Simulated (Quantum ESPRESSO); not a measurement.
Wanted: the native input for a Quantum ESPRESSO 7.5 run.

* Task: single point
* Functional: PBE
* Potentials or basis: SG15 PBE 1.2
* Cutoff: 952 eV
* Density cutoff: 3810 eV
* k mesh: 3 × 3 × 2
* Occupations: fermi-dirac, width 0.05 eV
* Spin: no spin polarisation
* Mixing beta: 0.5
* Most SCF iterations: 120
* SCF threshold: 8e-10 Ry

The system is CdSe (Cadmoselite).

```
Cd Se
1.0
     4.30000    0.00000    0.00000
    -2.15000    3.72391    0.00000
     0.00000    0.00000    7.02000
Cd Se
2 2
Direct
  0.66667 0.33333 0.50000
  0.33333 0.66667 0.00000
  0.66667 0.33333 0.88500
  0.33333 0.66667 0.38500
```

The input as run:

pw.in

```
&CONTROL
  calculation = 'scf'
  prefix = 'pwscf'
  outdir = './tmp'
  pseudo_dir = './pseudo'
  tprnfor = .true.
  tstress = .true.
  disk_io = 'nowf'
/
&SYSTEM
  ibrav = 0
  nat = 4
  ntyp = 2
  ecutwfc = 70
  nbnd = 36
  occupations = 'smearing'
  smearing = 'fd'
  degauss = 0.00367493
/
&ELECTRONS
  conv_thr = 8d-10
  electron_maxstep = 120
  mixing_beta = 0.5
/
ATOMIC_SPECIES
Cd   112.4140 Cd_ONCV_PBE-1.2.upf
Se    78.9710 Se_ONCV_PBE-1.2.upf
CELL_PARAMETERS angstrom
   4.3000000000    0.0000000000    0.0000000000
  -2.1500000000    3.7239092363    0.0000000000
   0.0000000000    0.0000000000    7.0200000000
ATOMIC_POSITIONS crystal
Cd     0.6666666667    0.3333333333    0.5000000000
Cd     0.3333333333    0.6666666667    0.0000000000
Se     0.6666666667    0.3333333333    0.8850000000
Se     0.3333333333    0.6666666667    0.3850000000
K_POINTS automatic
3 3 2 0 0 0
```

Potentials or basis: SG15 PBE 1.2.

Run with:

```sh
$ OMP_NUM_THREADS=1 mpirun -n 2 pw.x -in pw.in > pw.out
```

It gave:

```yaml
Pressure: 3.6 GPa
Largest_force: 0.344 eV/Å
Band_gap_on_the_k_mesh: 0.67 eV, direct
```

Caveat: the k mesh is coarse (spacing up to 0.56 Å⁻¹), so the values aren't converged.

It took 19 s on 2 MPI ranks on Arm Neoverse V1 (shared host), peak memory 0.16 GiB a rank.
